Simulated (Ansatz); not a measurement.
A S vacancy in rocksalt CaS, 63 atoms, charge +1

These are results of DFT, PBEsol, PAW, plane waves (Ansatz 0.2.0), not measurements.

Command:

```sh
ansatz run in.yaml --threads 8 --pin off --max-ram 118750MiB --runs-dir r --events-out ev --progress --plain --backend cuda --devices 0, --max-vram 170GiB
```

The input less its lattice and atoms (starting moments on atoms near the defect: 1 μB in all):

```yaml
crystal:
  symmetry: { detect: false }
kpoints:
  mp_grid: { grid: [1, 1, 1], shift: [0.25, 0.25, 0.25] }
hamiltonian:
  xc: pbesol
total_charge: 1
magnetization:
  spin_polarized: true
scf:
  occupations: { method: fermi_dirac, width: 0.01 }
relax:
  f_tol: 0.03
  max_steps: 80
  escape_saddle: false
  adjacent_minimum: "off"
output:
  forces: true
  eigenvalues: true
  populations: true
  charged_corrections: { epsilon: 9.3 }
```

Start:

```xyz
63
Lattice="11.2664 0.0000 0.0000 0.0000 11.2664 0.0000 0.0000 0.0000 11.2664" Properties=species:S:1:pos:R:3 pbc="T T T"
S     2.7851    0.0228    0.0245
S     2.7851    0.0380    5.6604
S     2.7715    5.6484   11.2601
S     8.4470   11.2572    0.0156
S     8.4516   11.2522    5.6175
S     8.4664    5.6557   11.2654
S     8.4658    5.6623    5.5947
S     0.0310    2.7915    0.0083
S     0.0143    2.8245    5.6130
S    11.2653    8.4373    0.0183
S     0.0074    8.4411    5.6319
S     5.6260    2.8305    0.0055
S     5.5963    2.8421    5.6248
S     5.6334    8.4322   11.2524
S     5.6322    8.4159    5.6264
S     0.0137    0.0076    2.8329
S    11.2612   11.2393    8.4371
S     0.0159    5.6174    2.8493
S     0.0188    5.6009    8.4507
S     5.6489   11.2536    2.8497
S     5.6319    0.0154    8.4434
S     5.5899    5.6359    2.8134
S     5.6302    5.6632    8.4661
S     2.8407    2.8205    2.8299
S     2.8451    2.8030    8.4468
S     2.8295    8.4429    2.8375
S     2.8020    8.4653    8.4614
S     8.4535    2.8479    2.8229
S     8.4666    2.8080    8.4551
S     8.4118    8.4474    2.7968
S     8.4595    8.4705    8.4643
Ca    0.0394    0.0163    0.0201
Ca    0.0121   11.2599    5.6490
Ca    0.0030    5.6639   11.2651
Ca   11.2537    5.6251    5.6011
Ca    5.6153    0.0013   11.2373
Ca    5.6259    0.0197    5.6163
Ca    5.6188    5.6429    0.0189
Ca    5.6081    5.6456    5.6190
Ca    2.8151    2.8015   11.2603
Ca    2.7777    2.8371    5.6252
Ca    2.8438    8.4599   11.2499
Ca    2.8015    8.4495    5.6260
Ca    8.4316    2.8071   11.2511
Ca    8.4927    2.8278    5.6864
Ca    8.4541    8.4403   11.2455
Ca    8.4381    8.4624    5.6445
Ca    2.8630   11.2589    2.8088
Ca    2.7959    0.0005    8.4410
Ca    2.7964    5.6625    2.8543
Ca    2.8417    5.6488    8.4407
Ca    8.4089   11.2554    2.8245
Ca    8.4182    0.0058    8.4765
Ca    8.4367    5.6376    2.7750
Ca    8.4421    5.6328    8.4477
Ca    0.0121    2.8315    2.8177
Ca   11.2343    2.8238    8.4368
Ca    0.0269    8.4896    2.8231
Ca    0.0142    8.4486    8.4706
Ca    5.6329    2.8200    2.8036
Ca    5.6408    2.8577    8.4345
Ca    5.6087    8.4752    2.8355
Ca    5.6101    8.4326    8.4839
```

Steps:

```tsv
step	energy less the first (eV)	largest force component (eV/Å)
start	0.000	0.807
1	-0.282	0.574
2	-0.479	0.020
3	-0.479	0.020
```

A structure on the way, about -0.28 eV from the start:

```xyz
63
Lattice="11.2664 0.0000 0.0000 0.0000 11.2664 0.0000 0.0000 0.0000 11.2664" Properties=species:S:1:pos:R:3 pbc="T T T"
S     2.8261   11.2624    0.0074
S     2.8187   11.2627    5.6346
S     2.8169    5.6429    0.0046
S     8.4390    0.0094    0.0006
S     8.4408    0.0102    5.6409
S     8.4452    5.6289   11.2557
S     8.4373    5.6338    5.6422
S     0.0019    2.8240   11.2619
S     0.0303    2.8595    5.6409
S     0.0157    8.4448    0.0070
S     0.0447    8.4086    5.6360
S     5.6315    2.8266   11.2619
S     5.5986    2.8707    5.6400
S     5.6109    8.4530   11.2650
S     5.5799    8.4158    5.6435
S     0.0130   11.2641    2.8305
S     0.0021    0.0022    8.4486
S     0.0423    5.6404    2.8578
S     0.0376    5.6282    8.4031
S     5.6189    0.0034    2.8254
S     5.6227    0.0049    8.4484
S     5.5829    5.6401    2.8502
S     5.5997    5.6409    8.4146
S     2.8210    2.8604    2.8572
S     2.8170    2.8650    8.4124
S     2.8163    8.4251    2.8617
S     2.8194    8.4182    8.4185
S     8.4462    2.8300    2.8235
S     8.4503    2.8330    8.4393
S     8.4484    8.4467    2.8227
S     8.4454    8.4395    8.4438
Ca   11.2557    0.0080    0.0141
Ca   11.2599   11.2595    5.6332
Ca    0.0082    5.6316   11.2649
Ca   11.1072    5.6451    5.6302
Ca    5.6451    0.0072   11.2541
Ca    5.6315    0.0177    5.6474
Ca    5.6206    5.6378    0.0155
Ca    5.7826    5.6387    5.6177
Ca    2.8073    2.8304   11.2637
Ca    2.8164    2.6752    5.6348
Ca    2.8095    8.4456    0.0006
Ca    2.8099    8.6062    5.6422
Ca    8.4582    2.8060    0.0172
Ca    8.4471    2.8197    5.6140
Ca    8.4542    8.4646    0.0049
Ca    8.4448    8.4568    5.6312
Ca    2.8081    0.0203    2.8273
Ca    2.8107    0.0192    8.4434
Ca    2.8111    5.6340    2.6620
Ca    2.8084    5.6276    8.5995
Ca    8.4569    0.0029    2.8124
Ca    8.4447   11.2515    8.4622
Ca    8.4440    5.6400    2.8122
Ca    8.4575    5.6554    8.4474
Ca   11.2515    2.7995    2.7937
Ca    0.0063    2.8061    8.4766
Ca   11.2401    8.4777    2.8084
Ca   11.2478    8.4606    8.4663
Ca    5.6473    2.8231    2.8135
Ca    5.6251    2.8086    8.4515
Ca    5.6555    8.4549    2.8118
Ca    5.6505    8.4727    8.4594
```

End:

```
S Ca
1.0
    11.26644    0.00000    0.00000
     0.00000   11.26644    0.00000
     0.00000    0.00000   11.26644
S Ca
31 32
Direct
  0.24980 0.00046 0.00018
  0.24984 0.00042 0.50019
  0.24978 0.50045 0.00018
  0.74975 0.00043 0.00017
  0.74980 0.00041 0.50017
  0.74983 0.50040 0.00015
  0.74973 0.50041 0.50018
  0.00028 0.25083 0.00011
  0.00197 0.25245 0.50006
  0.00036 0.74989 0.00018
  0.00195 0.74816 0.50016
  0.49930 0.25091 0.00010
  0.49770 0.25265 0.50013
  0.49933 0.74995 0.00017
  0.49769 0.74835 0.50026
  0.00036 0.00041 0.25067
  0.00025 0.00030 0.74968
  0.00192 0.50038 0.25237
  0.00206 0.50028 0.74806
  0.49938 0.00038 0.25067
  0.49929 0.00054 0.74969
  0.49756 0.50037 0.25231
  0.49776 0.50058 0.74811
  0.24980 0.25257 0.25223
  0.24984 0.25261 0.74793
  0.24977 0.74831 0.25235
  0.24989 0.74831 0.74806
  0.74986 0.25093 0.25064
  0.74987 0.25093 0.74967
  0.74977 0.74990 0.25060
  0.74987 0.74994 0.74963
  0.99939 0.00044 0.00020
  0.99872 0.00036 0.50018
  0.99878 0.50045 0.00016
  0.99178 0.50037 0.50011
  0.50027 0.00045 0.00004
  0.50092 0.00056 0.50019
  0.50085 0.50042 0.00019
  0.50777 0.50053 0.50014
  0.24977 0.24935 0.00007
  0.24974 0.24262 0.49997
  0.24990 0.75151 0.00014
  0.24985 0.75842 0.50021
  0.74976 0.24991 0.00016
  0.74991 0.24933 0.50017
  0.74985 0.75089 0.00013
  0.74975 0.75153 0.50013
  0.24991 0.00050 0.24907
  0.24972 0.00046 0.75117
  0.24965 0.50040 0.24219
  0.24990 0.50044 0.75799
  0.74980 0.00039 0.24968
  0.74974 0.00044 0.75069
  0.74977 0.50041 0.24898
  0.74989 0.50049 0.75126
  0.99951 0.25013 0.24979
  0.99953 0.25012 0.75043
  0.99955 0.75081 0.24992
  0.99961 0.75058 0.75040
  0.50011 0.25018 0.24987
  0.50004 0.25031 0.75029
  0.50000 0.75064 0.24997
  0.50014 0.75080 0.75051
```

Self-consistency was reached.

Time: 4.3 s of wall time on one NVIDIA GB200 with 8 processor threads, on a host shared with other runs; peak host memory 2 GiB.

Question: How much energy did the relaxation gain, and which atom moved most?

Answer: 0.48 eV in 3 steps, from a start with small random displacements; atom 50 (Ca) moved 0.13 Å, the median atom 0.03 Å (drift of the whole cell removed).

The moment started at 1 μB and ended at 1.0 μB; no other spin state is shown. The one k point has no symmetry partners, which can distort the end along one axis.
